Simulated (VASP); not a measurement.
# CoSi2 (lda) (Fm-3m) in VASP: further runs, part 2 of 2

VASP 6.6.1.

## (3) Relaxation of cell and atoms, LDA

Contents of INCAR:

```
SYSTEM = CoSi2
PREC = Accurate
ENCUT = 600
EDIFF = 1E-6
ISMEAR = 0
SIGMA = 0.1
LREAL = .False.
LASPH = .True.
NELM = 100
ALGO = Fast
ISIF = 3
LWAVE = .False.
LCHARG = .False.
GGA = CA
IBRION = 2
NSW = 100
EDIFFG = -0.002
```

Contents of KPOINTS:

```
regular mesh
0
Gamma
  14 14 14
  0 0 0
```

Contents of POSCAR:

```
CoSi2
1.0
    0.0000000000      2.6358306866      2.6358306866
    2.6358306866      0.0000000000      2.6358306866
    2.6358306866      2.6358306866      0.0000000000
Co Si
1 2
Direct
    0.0000000000      0.0000000000      0.0000000000
    0.2500000000      0.2500000000      0.2500000000
    0.7500000000      0.7500000000      0.7500000000
```

Potentials or basis: VASP PAW LDA potentials, release 64 (Co, Si).

Command:

```
> cat potpaw_LDA.64/Co/POTCAR potpaw_LDA.64/Si/POTCAR > POTCAR
> mpirun -np 1 vasp_std > vasp.out
```

OUTCAR:

```text
SYSTEM = CoSi2
   PREC = Accurate
   ENCUT = 600
   EDIFF = 1E-6
   ISMEAR = 0
   LREAL = .False.
   LASPH = .True.
   NELM = 100
   ISIF = 3
   GGA = CA
   IBRION = 2
   NSW = 100
   EDIFFG = -0.002

 ion  position               nearest neighbor table
   1  0.000  0.000  0.000-   3 2.28   3 2.28   3 2.28   2 2.28   2 2.28   2 2.28   3 2.28   2 2.28

   2  0.250  0.250  0.250-   1 2.28   1 2.28   1 2.28   1 2.28   3 2.64   3 2.64   3 2.64   3 2.64
                             3 2.64   3 2.64
   3  0.750  0.750  0.750-   1 2.28   1 2.28   1 2.28   1 2.28   2 2.64   2 2.64   2 2.64   2 2.64
                             2 2.64   2 2.64

  LATTYP: Found a face centered cubic cell.
 ALAT       =     5.2716613732

  Lattice vectors:

 A1 = (   0.0000000000,   2.6358306866,   2.6358306866)
 A2 = (   2.6358306866,   0.0000000000,   2.6358306866)
 A3 = (   2.6358306866,   2.6358306866,   0.0000000000)

Analysis of symmetry for initial positions (statically):
=====================================================================
 Subroutine PRICEL returns:
 Original cell was already a primitive cell.

 Routine SETGRP: Setting up the symmetry group for a
 face centered cubic supercell.

 Subroutine GETGRP returns: Found 48 space group operations
 (whereof 48 operations were pure point group operations)
 out of a pool of 48 trial point group operations.

The static configuration has the point symmetry O_h .

[... 392 lines left out ...]
  ext. energy  EPLUGINS =         0.00000000
  ---------------------------------------------------
  free energy    TOTEN  =       -21.93197387 eV

  energy without entropy =      -21.92689721  energy(sigma->0) =      -21.92943554

 E-fermi :  10.6358     XC(G=0): -12.1149

 val. band max:       10.5515229061   @ k =   0.4286   0.0714   0.0000
 cond. band min:      10.6370090841   @ k =   0.4286   0.2143   0.0714
 fundamental gap:      0.0854861779
 Fermi energy:        10.6358206724

 k-point     1 :       0.0000    0.0000    0.0000
  band No.  band energies     occupation
      1      -2.8056      2.00000
      2       6.3175      2.00000
      3       6.3175      2.00000
      4       6.3175      2.00000
      5       8.5529      2.00000
      6       8.5529      2.00000
      7      11.7388      0.00000
      8      14.0979      0.00000
      9      14.0979      0.00000
     10      14.0979      0.00000
     11      14.2095      0.00000
     12      14.2095      0.00000
[... 331 lines left out ...]
 k-point    24 :       0.2857    0.1429    0.0000
  band No.  band energies     occupation
      1      -1.6481      2.00000
      2       4.6209      2.00000
      3       6.4785      2.00000
      4       6.5435      2.00000
      5       7.7125      2.00000
      6       8.7435      2.00000
      7       9.6591      2.00000
      8      10.7189      0.23983
      9      11.4162      0.00000
     10      12.7265      0.00000
     11      14.8366      0.00000
     12      15.7076      0.00000

 [... further k-points ...]

------------------------ aborting loop because EDIFF is reached ----------------------------------------

  FORCE on cell =-STRESS in cart. coord.  units (eV):
  Direction    XX          YY          ZZ          XY          YZ          ZX
  --------------------------------------------------------------------------------------
  -------------------------------------------------------------------------------------
  Total       -0.0011429     -0.0011429     -0.0011429     -0.0000000     -0.0000000      0.0000000
  in kB       -0.0498629     -0.0498629     -0.0498629     -0.0000000     -0.0000000      0.0000000
  external PRESSURE =      -0.0498629 kB  Pullay stress =       0.0000000 kB
[... 18 lines left out ...]
  FREE ENERGIE OF THE ION-ELECTRON SYSTEM (eV)
  ---------------------------------------------------
  free  energy   TOTEN  =       -21.9319738745 eV

  energy  without entropy=      -21.9268972062  energy(sigma->0) =      -21.92943554

 reached required accuracy - stopping structural energy minimisation
```

Run time: 84 s. Hardware: 1 thread of Intel Xeon 6975P-C (Granite Rapids), shared host; peak memory 0.19 GiB.

Results:

```yaml
Free_energy: -21.9320 eV
Relaxed_volume: 12.24 Å³/atom
Relaxed_cell: a = 3.731 Å, b = 3.731 Å, c = 3.731 Å, α = 60.00°, β = 60.00°, γ = 60.00°
Space_group_after_relaxing_to_0.05_Å: Fm-3m (No. 225)
Energy_gained_by_relaxing: 0.0 meV/atom
Ionic_steps: 7
Pressure_after_relaxing: 0.0 GPa
Band_gap_on_the_k_mesh: none (metal or under the smearing width)
```

The path:
```tsv
step	energy change (eV)	largest force (eV/Å)	pressure (GPa)	volume (Å³)
1	0.0000	0.0000	0.40	36.63
2	0.0000	0.0000	-0.31	36.79
3	-0.0001	0.0000	0.14	36.72
4	-0.0001	0.0000	-0.09	36.74
5	-0.0001	0.0000	-0.03	36.73
6	-0.0001	0.0000	-0.04	36.73
7	-0.0001	0.0000	0.00	36.72
```

Final structure:
```cif
data_structure
_symmetry_space_group_name_H-M 'P 1'
_symmetry_Int_Tables_number 1
_cell_length_a 3.7309
_cell_length_b 3.7309
_cell_length_c 3.7309
_cell_angle_alpha 60.000
_cell_angle_beta 60.000
_cell_angle_gamma 60.000
_cell_volume 36.72
loop_
_atom_site_label
_atom_site_type_symbol
_atom_site_fract_x
_atom_site_fract_y
_atom_site_fract_z
_atom_site_occupancy
Co1 Co 0.00000 0.00000 0.00000 1
Si1 Si 0.25000 0.25000 0.25000 1
Si2 Si 0.75000 0.75000 0.75000 1
```

## (4) Single point, LDA

This run uses another cell than the first one, of 12.80 Å³/atom, 1.047 times its volume.

Contents of INCAR:

```
SYSTEM = CoSi2
ALGO     = Fast           ! electronic algorithm
EDIFF    = 1E-6           ! SCF threshold, eV
ENCUT    = 520            ! plane-wave cutoff, eV
GGA      = CA             ! functional
ISIF     = 2              ! what is computed and relaxed
ISMEAR   = 0              ! smearing method
LASPH    = .True.         ! aspherical terms in the spheres
LCHARG   = .False.        ! write CHGCAR
LREAL    = .False.        ! projectors in reciprocal space
LWAVE    = .False.        ! write WAVECAR
NBANDS   = 16             ! bands
NELM     = 100            ! most SCF steps
PREC     = Accurate       ! precision mode
SIGMA    = 0.1            ! smearing width, eV
```

Contents of KPOINTS:

```
k-points
0
Gamma
  6 6 6
  0 0 0
```

Contents of POSCAR:

```
CoSi2
1.0
    0.0000000000      2.6780000000      2.6780000000
    2.6780000000      0.0000000000      2.6780000000
    2.6780000000      2.6780000000      0.0000000000
Co Si
1 2
Direct
    0.0000000000      0.0000000000      0.0000000000
    0.2500000000      0.2500000000      0.2500000000
    0.7500000000      0.7500000000      0.7500000000
```

Potentials or basis: VASP PAW LDA potentials, release 64 (Co, Si).

Command:

```
> cat potpaw_LDA.64/Co/POTCAR potpaw_LDA.64/Si/POTCAR > POTCAR
> mpirun -np 1 vasp_std > vasp.out
```

OUTCAR:

```text
SYSTEM = CoSi2
   EDIFF = 1E-6
   ENCUT = 520
   GGA = CA
   ISIF = 2
   ISMEAR = 0
   LASPH = .True.
   LREAL = .False.
   NELM = 100
   PREC = Accurate

 ion  position               nearest neighbor table
   1  0.000  0.000  0.000-   3 2.32   2 2.32   3 2.32   2 2.32   3 2.32   3 2.32   2 2.32   2 2.32

   2  0.250  0.250  0.250-   1 2.32   1 2.32   1 2.32   1 2.32   3 2.68   3 2.68   3 2.68   3 2.68
                             3 2.68   3 2.68
[... 493 lines left out ...]

  FORCE on cell =-STRESS in cart. coord.  units (eV):
  Direction    XX          YY          ZZ          XY          YZ          ZX
  --------------------------------------------------------------------------------------
  -------------------------------------------------------------------------------------
  Total       -1.9448613     -1.9448613     -1.9448613      0.0000000      0.0000000     -0.0000000
  in kB      -81.1217879    -81.1217879    -81.1217879      0.0000000      0.0000000     -0.0000000
  external PRESSURE =     -81.1217879 kB  Pullay stress =       0.0000000 kB

 VOLUME and BASIS-vectors are now :
 -----------------------------------------------------------------------------
  energy-cutoff  :      520.00
  volume of cell :       38.41
      direct lattice vectors                 reciprocal lattice vectors
     0.000000000  2.678000000  2.678000000    -0.186706497  0.186706497  0.186706497
     2.678000000  0.000000000  2.678000000     0.186706497 -0.186706497  0.186706497
     2.678000000  2.678000000  0.000000000     0.186706497  0.186706497 -0.186706497

 POSITION                                       TOTAL-FORCE (eV/Angst)
 -----------------------------------------------------------------------------------
      0.00000      0.00000      0.00000        -0.000000     -0.000000     -0.000000
      1.33900      1.33900      1.33900         0.000000     -0.000000     -0.000000
      4.01700      4.01700      4.01700        -0.000000      0.000000      0.000000
 -----------------------------------------------------------------------------------
    total drift:                               -0.000000     -0.000000      0.000000

  FREE ENERGIE OF THE ION-ELECTRON SYSTEM (eV)
  ---------------------------------------------------
  free  energy   TOTEN  =       -21.8796173606 eV

  energy  without entropy=      -21.8705642424  energy(sigma->0) =      -21.87509080
```

stdout:

```text
POSCAR found type information on POSCAR CoSi
 POSCAR found :  2 types and       3 ions
 scaLAPACK will be used
 LDA part: xc-table for (Slater(with rela. corr.)+CA(PZ))
 , standard interpolation
 POSCAR, INCAR and KPOINTS ok, starting setup
 FFT: planning ... GRIDC
 FFT: planning ... GRID_SOFT
 FFT: planning ... GRID
 WAVECAR not read
 entering main loop
```

Wall time 5.5 s (1 thread of Intel Xeon 6975P-C (Granite Rapids), shared host); peak memory 0.14 GiB.

Results:

```yaml
Free_energy: -21.8796 eV
Pressure: -8.1 GPa
Band_gap_on_the_k_mesh: none (metal or under the smearing width)
```

Levels at points of the mesh, in eV from the Fermi level:
```csv
k point,band 5,band 6,band 7,band 8,band 9,band 10,band 11,band 12,band 13,band 14
"(0.00, 0.00, 0.00)",-2.04,-2.04,0.53,3.28,3.28,3.28,3.33,3.33,3.33,5.49
"(0.50, 0.00, 0.00)",-2.35,-1.78,-1.78,-0.58,-0.58,2.49,3.29,3.29,4.15,10.22
"(0.50, 0.50, 0.00)",-3.75,-2.14,-2.14,-2.05,-1.47,1.41,2.78,8.48,9.35,9.35
```

Spin polarisation is off, so any magnetic state and its effect on volume and gap are missing.

## (5) Overview

```csv
task,cell,k mesh,cutoff (eV),gap on the mesh (eV),pressure (GPa)
single point,"Fm-3m, 12.22 Å³/atom",14 × 14 × 14,520,none,0.2
relaxation of cell and atoms,relaxed,14 × 14 × 14,600,none,0.0
single point,"Fm-3m, 12.8 Å³/atom",6 × 6 × 6,520,none,-8.1
```

Alike in all rows: level LDA; potentials or basis VASP PAW LDA potentials, release 64 (Co, Si); no spin polarisation; smearing gaussian 0.1 eV.

Absolute energies hang on the potentials; compare differences alone.
